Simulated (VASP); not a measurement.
# In (P6_3/mmc) in VASP: notebook

Runs on In. Level: RPBE. Tasks: single point.

Everything below comes from runs of VASP 6.6.1. Logs are shortened: lines on timing, memory, paths and dates and some standing lists are left out, and cuts for length are marked.

## (1) The structure

It takes space group P6_3/mmc (No. 194, hexagonal). The conventional cell has a = 3.364 Å, b = 3.364 Å, c = 10.800 Å, α = 90.00°, β = 90.00°, γ = 120.00°. In (site symmetry -6m2) has 12 In at 3.33 to 3.36 Å as nearest neighbours. In (site symmetry -3m) has 12 In at 3.33 to 3.36 Å as nearest neighbours.

This isn't the form of In at room conditions, which is tetragonal.

## (2) Single point, RPBE

File INCAR:

```
SYSTEM = In
  PREC = Accurate
  ENCUT = 520
  EDIFF = 1E-6
  ISMEAR = 0
  SIGMA = 0.1
  LREAL = .False.
  LASPH = .True.
  NELM = 60
  ALGO = Normal
  ISIF = 2
  LWAVE = .False.
  LCHARG = .False.
  GGA = RP
  NBANDS = 34
```

File KPOINTS:

```
regular mesh
0
Gamma
  9 9 3
  0 0 0
```

File POSCAR:

```
In
1.0
    3.3638438630      0.0000000000      0.0000000000
   -1.6819219315      2.9131742397      0.0000000000
    0.0000000000      0.0000000000     10.7997083600
In
4
Cartesian
    1.6819219317      0.9710580798      8.0997812700
    0.0000000000      0.0000000000      5.3998541800
   -0.0000000002      1.9421161599      2.6999270900
    0.0000000000      0.0000000000      0.0000000000
```

Potentials or basis: VASP PAW PBE potentials, release 64 (In_d).

Run with:

```console
$ cat potpaw_PBE.64/In_d/POTCAR > POTCAR
$ mpirun -np 1 vasp_std > vasp.out
```

OUTCAR:

```text
SYSTEM = In
   PREC = Accurate
   ENCUT = 520
   EDIFF = 1E-6
   ISMEAR = 0
   LREAL = .False.
   LASPH = .True.
   NELM = 60
   ISIF = 2
   GGA = RP

 ion  position               nearest neighbor table
   1  0.667  0.333  0.750-   2 3.33   4 3.33   2 3.33   4 3.33   2 3.33   4 3.33
   2  0.000  0.000  0.500-   1 3.33   3 3.33   3 3.33   1 3.33   1 3.33   3 3.33
   3  0.333  0.667  0.250-   2 3.33   4 3.33   2 3.33   4 3.33   2 3.33   4 3.33
   4  0.000  0.000  0.000-   1 3.33   3 3.33   3 3.33   1 3.33   1 3.33   3 3.33

  LATTYP: Found a hexagonal cell.
 ALAT       =     3.3638438630
 C/A-ratio  =     3.2105260529

  Lattice vectors:

 A1 = (   3.3638438630,   0.0000000000,   0.0000000000)
 A2 = (  -1.6819219315,   2.9131742397,   0.0000000000)
 A3 = (   0.0000000000,   0.0000000000,  10.7997083600)

Analysis of symmetry for initial positions (statically):
=====================================================================
 Subroutine PRICEL returns:
 Original cell was already a primitive cell.

 Routine SETGRP: Setting up the symmetry group for a
 hexagonal supercell.

 Subroutine GETGRP returns: Found 24 space group operations
 (whereof 12 operations were pure point group operations)
 out of a pool of 24 trial point group operations.

The static configuration has the point symmetry D_3d.
 The point group associated with its full space group is D_6h.

Analysis of symmetry for dynamics (positions and initial velocities):
=====================================================================
 Subroutine PRICEL returns:
 Original cell was already a primitive cell.

 Routine SETGRP: Setting up the symmetry group for a
 hexagonal supercell.

 Subroutine GETGRP returns: Found 24 space group operations
 (whereof 12 operations were pure point group operations)
 out of a pool of 24 trial point group operations.

The dynamic configuration has the point symmetry D_3d.
 The point group associated with its full space group is D_6h.

 Subroutine INISYM returns: Found 24 space group operations
 (whereof 12 operations are pure point group operations),
 and found     1 'primitive' translations

----------------------------------------------------------------------------------------

                                     Primitive cell

  volume of cell :     105.8313

  direct lattice vectors                    reciprocal lattice vectors
     3.363843863  0.000000000  0.000000000     0.297278958  0.171634087  0.000000000
    -1.681921932  2.913174240  0.000000000     0.000000000  0.343268173  0.000000000
     0.000000000  0.000000000 10.799708360     0.000000000  0.000000000  0.092595093

  length of vectors
     3.363843863  3.363843863 10.799708360     0.343268173  0.343268173  0.092595093

  position of ions in fractional coordinates (direct lattice)
     0.666666667  0.333333333  0.750000000
     0.000000000  0.000000000  0.500000000
     0.333333333  0.666666667  0.250000000
     0.000000000  0.000000000  0.000000000

  ion indices of the primitive-cell ions
   primitive index   ion index
                 1           1
                 2           2
                 3           3
                 4           4

----------------------------------------------------------------------------------------

 KPOINTS: regular mesh

Automatic generation of k-mesh.
 Grid dimensions read from file:
 generate k-points for:    9    9    3

 Generating k-lattice:

  Cartesian coordinates                     Fractional coordinates (reciprocal lattice)
     0.033030995  0.019070454  0.000000000     0.111111111  0.000000000  0.000000000
     0.000000000  0.038140908  0.000000000     0.000000000  0.111111111  0.000000000
     0.000000000  0.000000000  0.030865031     0.000000000  0.000000000  0.333333333

  Length of vectors
     0.038140908  0.038140908  0.030865031

  Shift w.r.t. Gamma in fractional coordinates (k-lattice)
     0.000000000  0.000000000  0.000000000

 Subroutine IBZKPT returns following result:
 ===========================================

 Found     24 irreducible k-points:

 Following reciprocal coordinates:
            Coordinates               Weight
  0.000000  0.000000  0.000000      1.000000
  0.111111  0.000000  0.000000      6.000000
  0.222222  0.000000  0.000000      6.000000
  0.333333  0.000000  0.000000      6.000000
  0.444444  0.000000  0.000000      6.000000
  0.111111  0.111111  0.000000      6.000000
[... 16 lines left out ...]
  0.333333  0.222222  0.333333     24.000000
  0.333333  0.333333  0.333333      4.000000
   k-points           NKPTS =     24   k-points in BZ     NKDIM =     24   number of bands    NBANDS=     34
   number of dos      NEDOS =    301   number of ions     NIONS =      4
   total plane-waves  NPLWV =  62720
   dimension x,y,z NGX =    28 NGY =   28 NGZ =   80
   dimension x,y,z NGXF=    56 NGYF=   56 NGZF=  160
   ions per type =               4
   NGX,Y,Z   is equivalent  to a cutoff of  13.84, 13.84, 12.31 a.u.
   NGXF,Y,Z  is equivalent  to a cutoff of  27.68, 27.68, 24.63 a.u.
 SYSTEM =  In
   PREC   = accura    normal or accurate (medium, high low for compatibility)
   ISTART =      0    job   : 0-new  1-cont  2-samecut
   ICHARG =      2    charge: 1-file 2-atom 10-const
   ISPIN  =      1    spin polarized calculation?
   LNONCOLLINEAR =      F non collinear calculations
   LSORBIT =      F    spin-orbit coupling
   LASPH  =      T    aspherical Exc in radial PAW
   ENCUT  =  520.0 eV  38.22 Ry    6.18 a.u.   6.25  6.25 20.08*2*pi/ulx,y,z
   NELM   =     60;   NELMIN=  2; NELMDL= -5     # of ELM steps
   EDIFF  = 0.1E-05   stopping-criterion for ELM
   LREAL  =      F    real-space projection
   EDIFFG = 0.1E-04   stopping-criterion for IOM
   NSW    =      0    number of steps for IOM
   IBRION =     -1    ionic relax: 0-MD 1-quasi-New 2-CG
   NFREE  =      0    steps in history (QN), initial steepest desc. (CG)
   ISIF   =      2    stress and relaxation
   ISYM   =      2    0-nonsym 1-usesym 2-fastsym
   POTIM  = 0.5000    time-step for ionic-motion
   TEBEG  =    0.0;   TEEND  =   0.0 temperature during run
   PSTRESS=    0.0 pullay stress
   NELECT =      52.0000    total number of electrons
   NUPDOWN=      -1.0000    fix difference up-down
   EMIN   =  10.00;   EMAX   =-10.00  energy-range for DOS
   EFERMI =   0.00;   METHOD = LEGACY
   ISMEAR =     0;   SIGMA  =   0.10  broadening in eV -4-tet -1-fermi 0-gaus
   EFERMI_NEDOS =   21; number of points for ismear=-14 and -15
   IALGO  =     38    algorithm
   IMIX   =      4    mixing-type and parameters
     AMIX     =   0.40;   BMIX     =  1.00
     AMIX_MAG =   1.60;   BMIX_MAG =  1.00
  volume/ion in A,a.u.               =      26.46       178.55
  Fermi-wavevector in a.u.,A,eV,Ry     =   1.291827  2.441200 22.705649  1.668818
  Thomas-Fermi vector in A             =   2.423573
   LORBIT       =      0    0 simple, 1 ext, 2 COOP (PROOUT), +10 PAW based schemes
   GGA     = RP    functional components
   LHFCALC =     F    Hartree Fock is set to
   AEXX    =    0.0000 exact exchange contribution
   IVDW    =     0    specifies the selected vdW correction
   LEPSILON=     F    determine dielectric tensor
   LRPA    =     F    only Hartree local field effects (RPA)
 non-spin polarized calculation
 Gauss-broadening in eV      SIGMA  =   0.10
  energy-cutoff  :      520.00
  volume of cell :      105.83
 maximum number of plane-waves:      2878
 NGX is ok and might be reduce to    28
   NGX = 13   NGY = 13   NGZ = 41

 number of electron      51.9999995 magnetization

 Free energy of the ion-electron system (eV)
  ---------------------------------------------------
  ext. energy  EPLUGINS =         0.00000000
  ---------------------------------------------------
  free energy    TOTEN  =        -8.68353173 eV

  energy without entropy =       -8.66659684  energy(sigma->0) =       -8.67506428

 E-fermi :   7.5322     XC(G=0): -10.1042

 val. band max:        7.4998987578   @ k =   0.2222   0.2222   0.0000
 cond. band min:       7.5515311152   @ k =   0.3333   0.3333   0.3333
 fundamental gap:      0.0516323574
 Fermi energy:         7.5322035675

 k-point     1 :       0.0000    0.0000    0.0000
  band No.  band energies     occupation
      1      -7.2100      2.00000
      2      -7.1736      2.00000
      3      -7.1590      2.00000
      4      -7.1590      2.00000
      5      -7.1489      2.00000
      6      -7.1376      2.00000
[... 26 lines left out ...]
     33      16.6616      0.00000
     34      17.6971      0.00000

 k-point     2 :       0.1111    0.0000    0.0000
  band No.  band energies     occupation
      1      -7.2003      2.00000
      2      -7.1764      2.00000
      3      -7.1693      2.00000
      4      -7.1538      2.00000
      5      -7.1419      2.00000
      6      -7.1357      2.00000
[... 26 lines left out ...]
     33      15.8693      0.00000
     34      16.3958      0.00000

 k-point     3 :       0.2222    0.0000    0.0000
  band No.  band energies     occupation
      1      -7.2429      2.00000
      2      -7.2071      2.00000
      3      -7.1935      2.00000
      4      -7.1504      2.00000
      5      -7.1382      2.00000
      6      -7.1099      2.00000
[... 26 lines left out ...]
     33      14.5959      0.00000
     34      14.6181      0.00000
[... 704 lines left out ...]
 k-point    23 :       0.3333    0.2222    0.3333
  band No.  band energies     occupation
      1      -7.2470      2.00000
      2      -7.2409      2.00000
      3      -7.1860      2.00000
      4      -7.1736      2.00000
      5      -7.1467      2.00000
      6      -7.1385      2.00000
[... 26 lines left out ...]
     33      10.9699      0.00000
     34      12.1752      0.00000

 k-point    24 :       0.3333    0.3333    0.3333
  band No.  band energies     occupation
      1      -7.2419      2.00000
      2      -7.2419      2.00000
      3      -7.1819      2.00000
      4      -7.1413      2.00000
      5      -7.1177      2.00000
      6      -7.1177      2.00000
[... 26 lines left out ...]
     33      11.8608      0.00000
     34      12.4718      0.00000

------------------------ aborting loop because EDIFF is reached ----------------------------------------

  FORCE on cell =-STRESS in cart. coord.  units (eV):
  Direction    XX          YY          ZZ          XY          YZ          ZX
  --------------------------------------------------------------------------------------
  -------------------------------------------------------------------------------------
  Total        1.9568458      1.9568458      2.5091696      0.0000000     -0.0000000      0.0000000
  in kB       29.6246248     29.6246248     37.9862379      0.0000000     -0.0000000      0.0000000
  external PRESSURE =      32.4118292 kB  Pullay stress =       0.0000000 kB

 VOLUME and BASIS-vectors are now :
 -----------------------------------------------------------------------------
  energy-cutoff  :      520.00
  volume of cell :      105.83
      direct lattice vectors                 reciprocal lattice vectors
     3.363843863  0.000000000  0.000000000     0.297278958  0.171634087  0.000000000
    -1.681921932  2.913174240  0.000000000     0.000000000  0.343268173  0.000000000
     0.000000000  0.000000000 10.799708360     0.000000000  0.000000000  0.092595093

 POSITION                                       TOTAL-FORCE (eV/Angst)
 -----------------------------------------------------------------------------------
      1.68192      0.97106      8.09978        -0.000000      0.000000      0.000000
      0.00000      0.00000      5.39985        -0.000000      0.000000      0.000000
     -0.00000      1.94212      2.69993         0.000000     -0.000000     -0.000000
      0.00000      0.00000      0.00000        -0.000000      0.000000      0.000000
 -----------------------------------------------------------------------------------
    total drift:                               -0.000000      0.000000     -0.000000

  FREE ENERGIE OF THE ION-ELECTRON SYSTEM (eV)
  ---------------------------------------------------
  free  energy   TOTEN  =        -8.6835317287 eV

  energy  without entropy=       -8.6665968384  energy(sigma->0) =       -8.67506428
```

It took 65 s on 1 thread of Intel Xeon Platinum 8259CL at 2.50GHz (Skylake/Cascade Lake), shared host; peak memory 0.26 GiB.

What came out:

| Quantity | Value |
| --- | --- |
| Free energy | -8.6835 eV |
| Pressure | 3.2 GPa |
| Band gap on the k mesh | none (metal or under the smearing width) |

Stress tensor (GPa, compression positive):
```
2.96 0.00 0.00
0.00 2.96 0.00
0.00 0.00 3.80
```

Caveat: the PAW data sets were made with another functional, which shifts forces and pressure a little.

## (3) Single point, RPBE

File run.py:

```python
from ase.calculators.vasp import Vasp
from ase.dft.bandgap import bandgap
from ase.io import read

atoms = read('In.xyz')
calc = Vasp(
    directory='calc',
    xc='rpbe',
    pp='PBE',
    setups='recommended',
    prec='Accurate',
    encut=520,
    ediff=1e-07,
    ismear=0,
    sigma=0.1,
    lreal=False,
    lasph=True,
    nelm=60,
    algo='Normal',
    isif=2,
    lwave=False,
    lcharg=False,
    kpts=[9, 9, 3],
    gamma=True,
)
atoms.calc = calc

print('energy (eV):', atoms.get_potential_energy())
print('free energy (eV):', atoms.get_potential_energy(force_consistent=True))
print('forces (eV/A):')
print(atoms.get_forces())
print('stress (eV/A^3, Voigt):', atoms.get_stress())
print('Fermi level (eV):', calc.get_fermi_level())
gap, top, bottom = bandgap(calc)
print('band gap (eV):', gap, 'from (spin, k, band)', top, 'to', bottom)
```

File In.xyz:

```xyz
4
Lattice="3.3638438630 0.0000000000 0.0000000000 -1.6819219315 2.9131742397 0.0000000000 0.0000000000 0.0000000000 10.7997083600" Properties=species:S:1:pos:R:3 pbc="T T T"
In     1.6819219317      0.9710580798      8.0997812700
In     0.0000000000      0.0000000000      5.3998541800
In    -0.0000000002      1.9421161599      2.6999270900
In     0.0000000000      0.0000000000      0.0000000000
```

Potentials or basis: VASP PAW PBE potentials, release 64 (In_d).

Run with:

```console
$ python run.py
```

Standard output:

```text
energy (eV): -8.67506433
free energy (eV): -8.68353186
forces (eV/A):
[[ 0. -0.  0.]
 [ 0.  0.  0.]
 [-0.  0.  0.]
 [ 0.  0.  0.]]
stress (eV/A^3, Voigt): [-0.01843397 -0.01843397 -0.02365784  0.         -0.         -0.        ]
Fermi level (eV): 7.53221149
band gap (eV): 0.0 from (spin, k, band) (None, None, None) to (None, None, None)
```

OUTCAR:

```text
ENCUT = 520.000000
   EDIFF = 1.00e-07
   GGA = RP
   PREC = Accurate
   ISIF = 2
   ISMEAR = 0
   NELM = 60
   LASPH = .TRUE.
   LREAL = .FALSE.

 ion  position               nearest neighbor table
   1  0.667  0.333  0.750-   2 3.33   4 3.33   2 3.33   4 3.33   2 3.33   4 3.33
   2  0.000  0.000  0.500-   1 3.33   3 3.33   3 3.33   1 3.33   1 3.33   3 3.33
   3  0.333  0.667  0.250-   2 3.33   4 3.33   2 3.33   4 3.33   2 3.33   4 3.33
   4  0.000  0.000  0.000-   1 3.33   3 3.33   3 3.33   1 3.33   1 3.33   3 3.33
[... 1026 lines left out ...]
 -----------------------------------------------------------------------------
  energy-cutoff  :      520.00
  volume of cell :      105.83
      direct lattice vectors                 reciprocal lattice vectors
     3.363843863  0.000000000  0.000000000     0.297278958  0.171634087  0.000000000
    -1.681921932  2.913174240  0.000000000     0.000000000  0.343268173  0.000000000
     0.000000000  0.000000000 10.799708360     0.000000000  0.000000000  0.092595093

 POSITION                                       TOTAL-FORCE (eV/Angst)
 -----------------------------------------------------------------------------------
      1.68192      0.97106      8.09978         0.000000     -0.000000      0.000000
      0.00000      0.00000      5.39985         0.000000      0.000000      0.000000
     -0.00000      1.94212      2.69993        -0.000000      0.000000      0.000000
      0.00000      0.00000      0.00000         0.000000      0.000000      0.000000
 -----------------------------------------------------------------------------------
    total drift:                               -0.000000      0.000000     -0.000000

  FREE ENERGIE OF THE ION-ELECTRON SYSTEM (eV)
  ---------------------------------------------------
  free  energy   TOTEN  =        -8.6835318606 eV

  energy  without entropy=       -8.6665968069  energy(sigma->0) =       -8.67506433
```

INCAR:

```text
ENCUT = 520.000000
SIGMA = 0.100000
EDIFF = 1.00e-07
ALGO = Normal
GGA = RP
PREC = Accurate
ISIF = 2
ISMEAR = 0
NELM = 60
LASPH = .TRUE.
LCHARG = .FALSE.
LWAVE = .FALSE.
LREAL = .FALSE.
```

It took 70 s on 1 thread of Intel Xeon Platinum 8259CL at 2.50GHz (Skylake/Cascade Lake), shared host; peak memory 0.25 GiB.

What came out:

| Item | Value |
| --- | --- |
| Free energy | -8.6835 eV |
| Pressure | 3.2 GPa |
| Band gap on the k mesh | none (metal or under the smearing width) |

Caveat: the PAW data sets were made with another functional, which shifts forces and pressure a little.
